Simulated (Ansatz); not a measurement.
Here is an Ansatz 0.2.0 calculation.

The input input.yaml:

```yaml
crystal:
  lattice:
    - [3.223, 0.0, 0.0]
    - [-1.6115, 2.7911998764, 0.0]
    - [0.0, 0.0, 3.191]
  atoms:
    - { symbol: Mo, position: [0.0, 0.0, 0.0] }
    - { symbol: P, position: [0.3333333333, 0.6666666667, 0.5] }
hamiltonian:
  xc: r2scan
  pseudopotentials: { kind: paw }
kpoints:
  mp_grid: { grid: [10, 10, 8] }
scf:
  occupations: { method: fermi_dirac, width: 0.05 }
  n_extra_bands: 6
output:
  forces: true
  stress: true
  eigenvalues: true
  dos: { projected: false, de: 0.05, nscf_kmesh: { grid: [15, 15, 12] } }
```

Potentials or basis: Ansatz PAW.

Run with:

```console
$ ansatz run input.yaml --threads 2 --pin off --max-ram 5120MiB --backend cpu --events-out ev --progress --plain --runs-dir out
```

Question: Estimate the density of states at the Fermi level.

Answer: 0.73 states/eV per cell.

Question: What does it give for the band gap on the k mesh?

Answer: None (metal or under the smearing width).

Question: Predict the pressure.

Answer: 0.7 GPa.

States per cell in windows of 0.5 eV (zero at the Fermi level; states under -8 eV left out):
| from (eV) | total |
| --- | --- |
| -8.0 | 0.06 |
| -7.5 | 0.38 |
| -7.0 | 0.90 |
| -6.5 | 0.43 |
| -6.0 | 0.43 |
| -5.5 | 0.60 |
| -5.0 | 0.67 |
| -4.5 | 0.95 |
| -4.0 | 0.92 |
| -3.5 | 0.64 |
| -3.0 | 0.15 |
| -2.5 | 1.09 |
| -2.0 | 0.73 |
| -1.5 | 0.22 |
| -1.0 | 0.40 |
| -0.5 | 0.48 |
| 0.0 | 0.28 |
| 0.5 | 0.35 |
| 1.0 | 0.64 |
| 1.5 | 1.42 |
| 2.0 | 0.56 |
| 2.5 | 0.52 |
| 3.0 | 0.80 |
| 3.5 | 0.62 |
| 4.0 | 0.48 |
| 4.5 | 0.58 |
| 5.0 | 0.40 |
| 5.5 | 0.29 |
| 6.0 | 0.31 |
| 6.5 | 0.27 |
| 7.0 | 0.43 |
| 7.5 | 0.62 |

Caveat: the PAW data sets come from PBE, with cores solved anew for the run's functional, which leaves a small shift of forces and pressure.
